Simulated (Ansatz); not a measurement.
System: rock-salt LiI. Method: PBE+SOC (Ansatz, a first-principles code, PAW).

Numerical settings: plane-wave cutoff 520 eV, 10×10×10 k mesh, Fermi–Dirac smearing 0.01 eV, PAW data made under PBE.

Pressure at four volumes; x = ln(V/27.311 Å³). One pressure is withheld.

```csv
V (Å³/atom),x,P (GPa)
25.672,-0.0619,1.396
27.311,0.0000,0.000
28.403,0.0392,-0.706
28.949,0.0582,?
```

Q: Pass a parabola P(x) through the three rows shown, estimate the bulk modulus and its pressure derivative near zero pressure, and predict the withheld pressure.

A: Slopes between the rows: (0.000 − (1.396))/(0.0000 − (-0.0619)) = -22.55 and (-0.706 − (0.000))/(0.0392 − (0.0000)) = -18.01 GPa. Their difference over the span 0.1011 is c = 4.54/0.1011 = 44.9 GPa, so P(x) = 1.396 + (-22.55)(x − (-0.0619)) + 44.9 (x − (-0.0619))(x − (0.0000)). At the middle row B = −dP/dx = −[-22.55 + 44.9 × 0.0619] = 19.8 GPa, and B′ = dB/dP = 2c/B = 4.5. At x = 0.0582 the parabola gives -0.998 GPa; the run gives -1.005 GPa. The Birch–Murnaghan fit to the energies at all volumes has B0 = 19.6 GPa and B′ = 4.5.

Measured, for comparison: bulk modulus 24 GPa (0 K, extrapolated to 0 K; as tabulated in Doll and Stoll (1998), arXiv:cond-mat/9801031). Computed (rounded) less measured: bulk modulus -18 %.
